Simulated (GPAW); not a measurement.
# SnTe (Fm-3m) in GPAW: further runs, part 2 of 3

GPAW 26.7.0.

**4. Dielectric tensor, RPBE**

File run.py:

```python
import numpy as np
from ase.dft.bandgap import bandgap
from ase.io import read, write
from gpaw import GPAW, PW
from gpaw.response.df import DielectricFunction

atoms = read('POSCAR')

calc = GPAW(mode=PW(400),
            xc='RPBE',
            kpts={'size': (6, 6, 6), 'gamma': True},
            occupations={'name': 'fermi-dirac', 'width': 0.001},
            nbands=19,
            convergence={'density': 1e-06},
            maxiter=150,
            txt='gpaw.txt')
atoms.calc = calc
energy = atoms.get_potential_energy()
calc.write('gs.gpw')
write('result.traj', atoms)
print(f'Energy: {energy:.6f} eV')
print('Fermi level:', round(calc.get_fermi_level(), 4), 'eV')
print(f'Gap: {bandgap(calc)[0]:.4f} eV, direct: {bandgap(calc, direct=True)[0]:.4f} eV')

for size in [(18, 18, 18)]:
    name = 'x'.join(str(n) for n in size)
    dense = calc.fixed_density(kpts={'size': size, 'gamma': True},
                               nbands=36, convergence={'bands': 30, 'eigenstates': 1e-7},
                               update_fermi_level=True, txt=f'dense-{name}.txt')
    dense.write(f'{name}.gpw', mode='all')
    df = DielectricFunction(f'{name}.gpw', frequencies=np.array([0.0]), hilbert=False, eta=0.001,
                            ecut=80, nbands=30, intraband=False, txt=f'df-{name}.txt')
    for xc in ['RPA']:
        for direction in ['x', 'y', 'z', [0, 1, 1], [1, 0, 1], [1, 1, 0]]:
            e0, e = df.get_macroscopic_dielectric_constant(xc=xc, direction=direction)
            print(f'{name} {xc} {direction}: {e0:.4f} without, {e:.4f} with local fields')
```

File POSCAR:

```
SnTe
1.0
    0.0000000000      3.1508500000      3.1508500000
    3.1508500000      0.0000000000      3.1508500000
    3.1508500000      3.1508500000      0.0000000000
Te Sn
1 1
Direct
    0.5000000000      0.5000000000      0.5000000000
    0.0000000000      0.0000000000      0.0000000000
```

Potentials or basis: the program's PAW data sets (release 1.2.1) made for this functional, pw.

On the command line:

```sh
$ OMP_NUM_THREADS=1 python run.py
```

gpaw.txt:

```text
__  _  _
 | _ |_)|_||  |
 |__||  | ||/\| - 26.7.0

Input parameters:
  mode=PW(ecut=400.0),
  convergence={'density': 1e-06},
  kpts=MonkhorstPack(size=(6, 6, 6), gamma=True),
  maxiter=150,
  nbands=19,
  occupations=Occupations(name='fermi-dirac', width=0.001),
  xc=XC(name='RPBE')

Diagonalizing LCAO Hamiltonian
Converting LCAO to pw mode

                 Te

       Sn

Atoms  # Å, Bohr magnetons
|   | symbol |        x |        y |        z |    initial magnetic moments |
|---|--------|----------|----------|----------|-----------------------------|
| 0 |     Te | 3.150850 | 3.150850 | 3.150850 | ( 0.0000,  0.0000,  0.0000) |
| 1 |     Sn | 0.000000 | 0.000000 | 0.000000 | ( 0.0000,  0.0000,  0.0000) |

Unit cell  # Å
| periodic |        x |        y |        z |  lengths |    angles |
|----------|----------|----------|----------|----------|-----------|
|      yes | 0.000000 | 3.150850 | 3.150850 | 4.455975 | 60.000000 |
|      yes | 3.150850 | 0.000000 | 3.150850 | 4.455975 | 60.000000 |
|      yes | 3.150850 | 3.150850 | 0.000000 | 4.455975 | 60.000000 |

Number of symmetries: 48
Symmetry operations  # r_c * U_cc + t_c -> r_c
|    | kind |            matrix            |
|----|------|------------------------------|
|  0 |  σ   |  1, 0, 0,  1, 0,-1,  1,-1, 0 |
|  1 |  C2  |  1, 0, 0,  1,-1, 0,  1, 0,-1 |
|  2 |  E   |  1, 0, 0,  0, 1, 0,  0, 0, 1 |
|  3 |  σ   |  1, 0, 0,  0, 0, 1,  0, 1, 0 |
|  4 |  C4  |  1, 0,-1,  1, 0, 0,  1,-1, 0 |
|  5 |  S6  |  1, 0,-1,  1,-1, 0,  1, 0, 0 |
|  6 |  σ   |  1, 0,-1,  0, 1,-1,  0, 0,-1 |
|  7 |  C3  |  1, 0,-1,  0, 0,-1,  0, 1,-1 |
|  8 |  S6  |  1,-1, 0,  1, 0, 0,  1, 0,-1 |
|  9 |  C4  |  1,-1, 0,  1, 0,-1,  1, 0, 0 |
| 10 |  C3  |  1,-1, 0,  0,-1, 1,  0,-1, 0 |
| 11 |  σ   |  1,-1, 0,  0,-1, 0,  0,-1, 1 |
| 12 |  σ   |  0, 1, 0,  1, 0, 0,  0, 0, 1 |
| 13 |  C4  |  0, 1, 0,  0, 1,-1, -1, 1, 0 |
| 14 |  C3  |  0, 1, 0,  0, 0, 1,  1, 0, 0 |
| 15 |  S6  |  0, 1, 0, -1, 1, 0,  0, 1,-1 |
| 16 |  C2  |  0, 1,-1,  1, 0,-1,  0, 0,-1 |
| 17 |  σ   |  0, 1,-1,  0, 1, 0, -1, 1, 0 |
| 18 |  S4  |  0, 1,-1,  0, 0,-1,  1, 0,-1 |
| 19 |  C4  |  0, 1,-1, -1, 1, 0,  0, 1, 0 |
| 20 |  C3  |  0, 0, 1,  1, 0, 0,  0, 1, 0 |
| 21 |  σ   |  0, 0, 1,  0, 1, 0,  1, 0, 0 |
| 22 |  S6  |  0, 0, 1,  0,-1, 1, -1, 0, 1 |
| 23 |  C4  |  0, 0, 1, -1, 0, 1,  0,-1, 1 |
| 24 |  S4  |  0, 0,-1,  1, 0,-1,  0, 1,-1 |
| 25 |  C3  |  0, 0,-1,  0, 1,-1,  1, 0,-1 |
| 26 |  C2  |  0, 0,-1,  0,-1, 0, -1, 0, 0 |
| 27 |  S6  |  0, 0,-1, -1, 0, 0,  0,-1, 0 |
| 28 |  S4  |  0,-1, 1,  1,-1, 0,  0,-1, 0 |
| 29 |  C4  |  0,-1, 1,  0, 0, 1, -1, 0, 1 |
| 30 |  C2  |  0,-1, 1,  0,-1, 0,  1,-1, 0 |
| 31 |  σ   |  0,-1, 1, -1, 0, 1,  0, 0, 1 |
| 32 |  C3  |  0,-1, 0,  1,-1, 0,  0,-1, 1 |
| 33 |  S6  |  0,-1, 0,  0, 0,-1, -1, 0, 0 |
| 34 |  S4  |  0,-1, 0,  0,-1, 1,  1,-1, 0 |
| 35 |  C2  |  0,-1, 0, -1, 0, 0,  0, 0,-1 |
| 36 |  C2  | -1, 1, 0,  0, 1, 0,  0, 1,-1 |
| 37 |  S6  | -1, 1, 0,  0, 1,-1,  0, 1, 0 |
| 38 |  S4  | -1, 1, 0, -1, 0, 1, -1, 0, 0 |
| 39 |  C3  | -1, 1, 0, -1, 0, 0, -1, 0, 1 |
| 40 |  S6  | -1, 0, 1,  0, 0, 1,  0,-1, 1 |
| 41 |  C2  | -1, 0, 1,  0,-1, 1,  0, 0, 1 |
| 42 |  C3  | -1, 0, 1, -1, 1, 0, -1, 0, 0 |
| 43 |  S4  | -1, 0, 1, -1, 0, 0, -1, 1, 0 |
| 44 |  C2  | -1, 0, 0,  0, 0,-1,  0,-1, 0 |
| 45 |  i   | -1, 0, 0,  0,-1, 0,  0, 0,-1 |
| 46 |  σ   | -1, 0, 0, -1, 1, 0, -1, 0, 1 |
| 47 |  C2  | -1, 0, 0, -1, 0, 1, -1, 1, 0 |

BZ-sampling:
  Number of BZ points: 216
  Number of IBZ points: 16

  Monkhorst-Pack size: [6, 6, 6]
  Monkhorst-Pack shift: [0.08333333333333333, 0.08333333333333333, 0.08333333333333333]

K-points  # in reciprocal-cell coordinates
|     |                                coordinates |     weight |
|-----|--------------------------------------------|------------|
|   0 | (  0.00000000,   0.00000000,   0.00000000) | 0.00462963 |
|   1 | (  0.16666667,   0.16666667,   0.00000000) | 0.02777778 |
|   2 | (  0.16666667,   0.16666667,   0.16666667) | 0.03703704 |
|   3 | (  0.33333333,   0.16666667,   0.16666667) | 0.05555556 |
|   4 | (  0.33333333,   0.33333333,  -0.33333333) | 0.05555556 |
|   5 | (  0.33333333,   0.33333333,   0.00000000) | 0.02777778 |
|   6 | (  0.33333333,   0.33333333,   0.16666667) | 0.11111111 |
|   7 | (  0.33333333,   0.33333333,   0.33333333) | 0.03703704 |
|   8 | (  0.50000000,   0.33333333,  -0.33333333) | 0.11111111 |
|   9 | (  0.50000000,   0.33333333,  -0.16666667) | 0.05555556 |
| ... |                                            |            |
|  15 | (  0.50000000,   0.50000000,   0.50000000) | 0.01851852 |

Plane wave coefficients: 1158
Cutoff: 400.0 eV

Spin-components: 1 (collinear spins)
Bands:           19
Projectors:      11
Spin-degeneracy: 2
Datatype:        complex128

Parallelization:
  kpt:    1
  domain: 1
  band:   1

Density:
  Valence electrons: 20.0
  Components: 1
  Grid points: [21 21 21]
  Charge: 0.0  # |e|

Potential:
  Grid points: [21 21 21]

species:
  Te:
    name:    Tellurium
    Z:       52.0
    valence: 6
    core:    46
    charge:  0.0  # [|e|]
    compensation charges:
      type: gauss
      rc: 0.36  # [Å]
      lmax: 2
    cutoffs:
      filter: 2.09  # [Å]
      core: 3.17  # [Å]
    projectors
    | kind |    occ | energy [eV] | rcut [Å] |
    |------|--------|-------------|----------|
    |   5s |  2.000 |     -15.026 |    1.180 |
    |   5p |  4.000 |      -5.917 |    1.196 |
    |    s |        |      12.185 |    1.180 |
    |    p |        |      21.294 |    1.196 |
    |    d |        |       0.000 |    1.238 |

    Using partial waves for Te as LCAO basis

  Sn:
    name:    Tin
    Z:       50.0
    valence: 14
    core:    36
    charge:  0.0  # [|e|]
    compensation charges:
      type: gauss
      rc: 0.38  # [Å]
      lmax: 2
    cutoffs:
      filter: 2.23  # [Å]
      core: 2.35  # [Å]
    projectors
    | kind |    occ | energy [eV] | rcut [Å] |
    |------|--------|-------------|----------|
    |   5s |  2.000 |     -10.465 |    1.201 |
    |   5p |  2.000 |      -3.644 |    1.270 |
    |   4d | 10.000 |     -25.852 |    1.185 |
    |    s |        |      16.747 |    1.201 |
    |    p |        |      23.567 |    1.270 |
    |    d |        |       1.359 |    1.185 |

    Using partial waves for Sn as LCAO basis

Reference energy: -352819.508013  # eV

eigensolver:
  PPCG
  Converge bands: occupied
  niter=2

density mixing:
  MSR1-Mixer
  Pratt-step length: 0.05
  Maximum mixing coefficient: 0.75
  Old densities: 10
  SVD Regularization: 0.005
  Good broyden scale: 1.0
  Trust region scale: 1.0
  Backstep threshold: 4.0
  History deletion threshold: 6.0
  Fourier metric: weight=20.0, sigma=0.015

occupation numbers:
  Fermi-Dirac:
    width: 0.0010  # eV

poisson solver:
  ecut: 3200.0  # eV

xc functional:
  name: RPBE with 2 nearest neighbor stencil

convergence criteria:
- Maximum integral of absolute [dens]ity change: 1e-06 electrons / valence electron
- Maximum [total energy] change in last 3 cyles: 0.0005 eV / valence electron
- Maximum integral of absolute [eigenst]ate change: 4e-08 eV^2 / valence electron
maximum number of iterations: 150

SCF iterations
|iter     | |      energy | eigst |  dens |
|---------|-|-------------|-------|-------|
|iter:   1| |   -6.982371 | -0.21 |       |
|iter:   2| |   -6.976155 | -2.36 | -1.48 |
|iter:   3| |   -6.948339 | -2.69 | -1.51 |
|iter:   4| |   -6.950549 | -4.13 | -2.11 |
|iter:   5| |   -6.950937c| -4.74 | -2.59 |
|iter:   6| |   -6.950947c| -6.04 | -3.29 |
|iter:   7| |   -6.950947c| -7.40 | -4.18 |
|iter:   8| |   -6.950947c| -7.46c| -4.69 |
|iter:   9| |   -6.950947c| -8.12c| -5.61 |
|iter:  10| |   -6.950947c| -8.61c| -6.29c|

Converged in 10 steps
Energy contributions relative to reference atoms: (reference = -352819.508013)

Energy contributions:
  Kinetic:          18.052831
  Coulomb:         -17.834303
  Zero:              0.241978
  External:          0.000000
  Xc:               -7.411453
  Entropy:          -0.000000
  Spinorbit:         0.000000
  ----------------------------
  Free energy:      -6.950947
  Extrapolated:     -6.950947

dipole moment: (-21.314782, -21.314782, -21.314782)  # |e|*Ang

Fermi level: 6.649
Eigenvalues  # (at kpt = [0.000, 0.000, 0.000])
| band index |      eig [eV] | occ [0-2] |
|------------|---------------|-----------|
|          0 |       -15.375 |     2.000 |
|        ... |               |           |
|          2 |       -15.370 |     2.000 |
|          3 |       -15.370 |     2.000 |
|          4 |       -15.370 |     2.000 |
|          5 |        -6.203 |     2.000 |
|          6 |         1.971 |     2.000 |
|          7 |         4.408 |     2.000 |
[... 9 lines left out ...]
|         17 |        13.457 |     0.000 |
|         18 |        13.496 |     0.000 |

Gap: 0.083 eV
Transition (v -> c):
  (s=0, k=15, n=9, [0.50, 0.50, 0.50]) -> (s=0, k=15, n=10, [0.50, 0.50, 0.50])
No difference between direct/indirect transitions
# Writing to gs.gpw (mode='')
```

Wall time 3.3 min (1 thread of Arm Neoverse V2, shared host); peak memory 0.46 GiB.

What came out:

```yaml
Free_energy: -6.9509 eV
Band_gap_on_the_k_mesh: 0.08 eV, direct
Electronic_dielectric_tensor_diagonal: 91.17
```

Electronic dielectric tensor:
```
91.17  0.00  0.00
 0.00 91.17  0.00
 0.00  0.00 91.17
```

Caveat: the gap is small at this level, which inflates the dielectric constant; the long-wavelength limit can be off by a per cent or two; spin-orbit coupling is left out, which moves the levels of the heavy elements.

**5. Dielectric tensor, GLLB-SC**

run.py, as its differences from that of step 4:

```diff
@@ -9,3 +9,3 @@
 calc = GPAW(mode=PW(400),
-            xc='RPBE',
+            xc='GLLBSC',
             kpts={'size': (6, 6, 6), 'gamma': True},
@@ -20,3 +20,2 @@
 write('result.traj', atoms)
-print(f'Energy: {energy:.6f} eV')
 print('Fermi level:', round(calc.get_fermi_level(), 4), 'eV')
```

POSCAR is that of step 4.

Potentials or basis: the program's PAW data sets (release 1.2.1) made for this functional, pw.

On the command line:

```sh
$ OMP_NUM_THREADS=1 python run.py
```

gpaw.txt:

```text
___ ___ ___ _ _ _
 |   |   |_  | | | |
 | | | | | . | | | |
 |__ |  _|___|_____|  26.7.0
 |___|_|

Input parameters:
  convergence: {density: 1e-06}
  kpts: {gamma: True,
         size: (6, 6, 6)}
  maxiter: 150
  mode: {ecut: 400.0,
         name: pw}
  nbands: 19
  occupations: {name: fermi-dirac,
                width: 0.001}
  xc: GLLBSC

System changes: positions, numbers, cell, pbc, initial_charges, initial_magmoms

Initialize ...

species:
  Te:
    name:    Tellurium
    Z:       52.0
    valence: 6
    core:    46
    charge:  0.0  # [|e|]
    compensation charges:
      type: gauss
      rc: 0.36  # [Å]
      lmax: 2
    cutoffs:
      filter: 2.09  # [Å]
      core: 3.17  # [Å]
    projectors
    | kind |    occ | energy [eV] | rcut [Å] |
    |------|--------|-------------|----------|
    |   5s |  2.000 |     -17.259 |    1.180 |
    |   5p |  4.000 |      -8.515 |    1.196 |
    |    s |        |       9.952 |    1.180 |
    |    p |        |      18.697 |    1.196 |
    |    d |        |       0.000 |    1.238 |

    Using partial waves for Te as LCAO basis

  Sn:
    name:    Tin
    Z:       50.0
    valence: 14
    core:    36
    charge:  0.0  # [|e|]
    compensation charges:
      type: gauss
      rc: 0.38  # [Å]
      lmax: 2
    cutoffs:
      filter: 2.23  # [Å]
      core: 2.35  # [Å]
    projectors
    | kind |    occ | energy [eV] | rcut [Å] |
[... 112 lines left out ...]
  |  1.000 | XC         | GGA_C_PBE_SOL with 2 nearest neighbor stencil |
  -----------------------------------------------------------------------

Number of atoms: 2
Number of atomic orbitals: 13
Number of bands in calculation: 19
Number of valence electrons: 20
Bands to converge: occupied

... initialized

Initializing position-dependent things.

Density initialized from atomic densities
Creating initial wave functions:
  13 bands from LCAO basis set
  6 bands from random numbers

                 Te

       Sn

Atomic positions and initial magnetic moments

Positions:
   0 Te     3.150850    3.150850    3.150850    ( 0.0000,  0.0000,  0.0000)
   1 Sn     0.000000    0.000000    0.000000    ( 0.0000,  0.0000,  0.0000)

Unit cell:
           periodic     x           y           z      points  spacing
  1. axis:    yes    0.000000    3.150850    3.150850    21     0.1733
  2. axis:    yes    3.150850    0.000000    3.150850    21     0.1733
  3. axis:    yes    3.150850    3.150850    0.000000    21     0.1733

  Lengths:   4.455975   4.455975   4.455975
  Angles:   60.000000  60.000000  60.000000

Effective grid spacing dv^(1/3) = 0.1890

iter:   1    -8.643288
iter:   2    -8.723882   -1.13  -1.36
iter:   3    -8.606272   -1.71  -1.32
iter:   4    -8.656611   -2.23  -1.67
iter:   5    -8.715630   -2.52  -1.61
iter:   6    -8.772854   -3.13  -1.79
iter:   7    -8.711920   -3.01  -1.98
iter:   8    -8.714741   -4.24  -2.36
iter:   9    -8.716120c  -4.86  -2.93
iter:  10    -8.716563c  -5.11  -3.01
iter:  11    -8.719106c  -6.00  -3.46
iter:  12    -8.718561c  -6.30  -3.67
iter:  13    -8.719649c  -7.34  -3.69
iter:  14    -8.720315c  -7.03  -3.87
iter:  15    -8.720341c  -8.16c -4.59
iter:  16    -8.720701c  -8.23c -4.77
iter:  17    -8.720564c  -8.92c -4.88
iter:  18    -8.720602c -10.07c -5.56
iter:  19    -8.720621c -10.05c -5.60
iter:  20    -8.720626c -10.76c -6.09c

Converged after 20 iterations.

Dipole moment: (-0.000000, 0.000000, 0.000000) |e|*Ang

Energy contributions relative to reference atoms: (reference = -352647.403780)

Kinetic:        +45.044629
Potential:      -41.378906
External:        +0.000000
XC:             -11.447755
Entropy (-ST):   -0.000000
Local:           -0.938594
SIC:             +0.000000
--------------------------
Free energy:     -8.720626
Extrapolated:    -8.720626

GLLBSC response reference energy: 6.46959 eV (from HOMO)

Showing only first 2 kpts
 Kpt  Band  Eigenvalues  Occupancy
  0     8      4.15849    2.00000
  0     9      4.15849    2.00000
  0    10      9.80874    0.00000
  0    11      9.80877    0.00000

  1     8      3.67504    2.00000
  1     9      5.53335    2.00000
  1    10      7.41211    0.00000
  1    11      9.95967    0.00000

Fermi level: 6.47895

Gap: 0.019 eV
Transition (v -> c):
  (s=0, k=15, n=9, [0.50, 0.50, 0.50]) -> (s=0, k=15, n=10, [0.50, 0.50, 0.50])
No difference between direct/indirect transitions
Writing to gs.gpw (mode='')
```

stdout:

```text
Fermi level: 6.479 eV
Gap: 0.0187 eV, direct: 0.0187 eV
18x18x18 RPA x: 2980.3524 without, 2904.6196 with local fields
18x18x18 RPA y: 2980.3524 without, 2904.6196 with local fields
18x18x18 RPA z: 2980.3524 without, 2904.6196 with local fields
18x18x18 RPA [0, 1, 1]: 2980.3524 without, 2904.6196 with local fields
18x18x18 RPA [1, 0, 1]: 2980.3524 without, 2904.6196 with local fields
18x18x18 RPA [1, 1, 0]: 2980.3524 without, 2904.6196 with local fields
```

Wall time 3.1 min (1 thread of Arm Neoverse V2, shared host); peak memory 0.44 GiB.

What came out:

* Band gap on the k mesh, Kohn-Sham part alone: 0.02 eV, direct
* Electronic dielectric tensor (diagonal): 2904.62

Electronic dielectric tensor:
```
2904.62    0.00    0.00
   0.00 2904.62    0.00
   0.00    0.00 2904.62
```

Caveat: the gap is small at this level, which inflates the dielectric constant; a model potential gives levels but no total energy; the long-wavelength limit can be off by a per cent or two; response on these states lacks terms of the Hamiltonian; spin-orbit coupling is left out, which moves the levels of the heavy elements.

(Part 2 of 3 ends here.)
